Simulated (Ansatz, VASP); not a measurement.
Two plane-wave programs on P

```xyz
4
Lattice="2.7065 0.0000 0.0000 -1.3533 2.3439 0.0000 0.0000 0.0000 9.9495" Properties=species:S:1:pos:R:3 pbc="T T T"
P    -1.3533    2.3439    0.0000
P     0.0000    0.0000    4.9748
P     0.0000    1.5626    2.4874
P     1.3533    0.7813    7.4621
```

Alike in both runs: task single point; functional PBEsol; k mesh 16 × 16 × 4; occupations fermi-dirac, width 0.1 eV; no spin polarisation.

```csv
,VASP,Ansatz
version,VASP 6.6.1,Ansatz 0.2.0
potentials or method,"VASP PAW PBE potentials, release 64 (P)","plane waves (420 eV) with PAW, scalar-relativistic"
plane-wave cutoff (eV),520,420
valence electrons in the cell,20,20
```

Ansatz gave:

* pressure (GPa): -9.6
* largest component of the traceless stress (GPa): 1.15

Question: Estimate VASP's values.

Answer: Pressure (GPa): -9.5; largest component of the traceless stress (GPa): 1.13.

With one functional, cell and mesh, what is left measures potentials, basis and numerics. Ansatz warned: «pseudo_functional_mismatch».

Caveats: the PAW data sets were made with another functional, which shifts forces and pressure a little (VASP).
